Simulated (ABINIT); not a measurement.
# TiAl: changing smearing

The structure is tetragonal, space group P4/mmm (No. 123). Conventional cell: a = 2.837 Å, b = 2.837 Å, c = 4.059 Å, α = 90.00°, β = 90.00°, γ = 90.00°. Ti (site symmetry 4/mmm) has 4 Ti at 2.84 Å and 8 Al at 2.85 Å as nearest neighbours. Al (site symmetry 4/mmm) has 4 Al at 2.84 Å and 8 Ti at 2.85 Å as nearest neighbours.

Kept alike: task single point; functional PBE; k mesh 9 × 9 × 7; no spin polarisation. Program: ABINIT, JTH PAW PBE v2.0, cutoff 408 eV. The mesh is that of the run's cell of 2 atoms. No spin-orbit coupling.

| smearing | pressure (GPa) |
| --- | --- |
| cold | -0.60 |
| cold-b | -0.61 |
| fermi-dirac | -0.15 |
| gaussian | -0.55 |
| methfessel-paxton | -0.59 |

Pressure is positive in compression; the values hold the error of the finite cutoff, so their zero can differ a little from the energy's minimum. For a metal such a mesh leaves the last digits unconverged.

The pressure runs from -0.61 (cold-b) to -0.15 GPa (fermi-dirac).
